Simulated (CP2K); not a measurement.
Ag in CP2K: convergence with eps default

The system is Ag.

```
CELL_PARAMETERS angstrom
2.86904 0.00000 0.00000
1.44209 2.50177 0.00000
1.40762 0.75569 2.37516
ATOMIC_POSITIONS crystal
Ag 0.06899 0.01522 0.94371
```

The cell isn't the ideal one: cell strained at random at fixed volume.

```yaml
Program: CP2K 2026.2
Task: single point
Functional: PBEsol
Potentials_or_basis: POTENTIAL_UZH Ag GTH-PBE-q11; DZVP-MOLOPT-PBE-GTH basis
Density_cutoff: 6123 eV
k_mesh: 9 × 8 × 9
Occupations: fermi-dirac, width 0.01 eV
Spin: no spin polarisation
```

These are the settings of the first run; the series varies eps default, with any setting tied to it.

Hardware: 1 thread of Arm Neoverse V1, with other jobs on the host.

```
eps default  energy less the tightest run, at zero smearing (meV/atom)  SCF cycles  CPU time (s)  peak memory (GiB)
     1.0E-6                                                       0.17          11            48               0.24
     1.0E-7                                                       0.01          11            62               0.25
     1.0E-8                                                       0.00          11            76               0.26
     1.0E-9                                                       0.00          11            93               0.27
    1.0E-10                                                       0.00          11           100               0.28
    1.0E-11                                                       0.00          11           110               0.29
    1.0E-12                                                       0.00          11           140                0.3
```

Against the tightest run, the energy stays within 1 meV/atom from 1.0E-6 on. The tightest run that finished is the yardstick and may itself not be fully converged.
